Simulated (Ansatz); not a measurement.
The system is Bi.

```
CELL_PARAMETERS angstrom
-1.92712 1.92712 1.92712
1.92712 -1.92712 1.92712
1.92712 1.92712 -1.92712
ATOMIC_POSITIONS crystal
Bi 0.00000 0.00000 0.00000
```

This isn't the form of Bi at room conditions, which is rhombohedral.

The cell isn't the ideal one: volume scaled by 0.92.

| Quantity | Value |
| --- | --- |
| Program | Ansatz 0.2.0 |
| Task | relaxation of cell and atoms |
| Functional | PBE |
| Dispersion | D4 |
| Potentials or basis | Ansatz PAW |
| Cutoff | 420 eV |
| Density cutoff | 1680 eV |
| k mesh | 9 × 9 × 9 |
| Occupations | methfessel-paxton, width 0.01 eV |
| Spin | spin-orbit coupling, no magnetisation |

At the start: volume 28.63 Å³/atom.

Where does the relaxation end?

Over 5 steps the energy falls by 32.1 meV/atom and the volume is 30.92 Å³/atom (+8.0 %); space group Im-3m (No. 229, to 0.05 Å).

Step by step:
| step | energy change (eV) | largest force (eV/Å) | volume (Å³) |
| --- | --- | --- | --- |
| 1 | 0.0000 | 0.0000 | 28.63 |
| 2 | -0.0275 | 0.0000 | 31.80 |
| 3 | -0.0315 | 0.0000 | 31.04 |
| 4 | -0.0316 | 0.0000 | 30.92 |
| 5 | -0.0321 | 0.0000 | 30.92 |

Final structure:
```
CELL_PARAMETERS angstrom
-1.97734 1.97734 1.97734
1.97734 -1.97734 1.97734
1.97734 1.97734 -1.97734
ATOMIC_POSITIONS crystal
Bi 0.00000 0.00000 0.00000
```
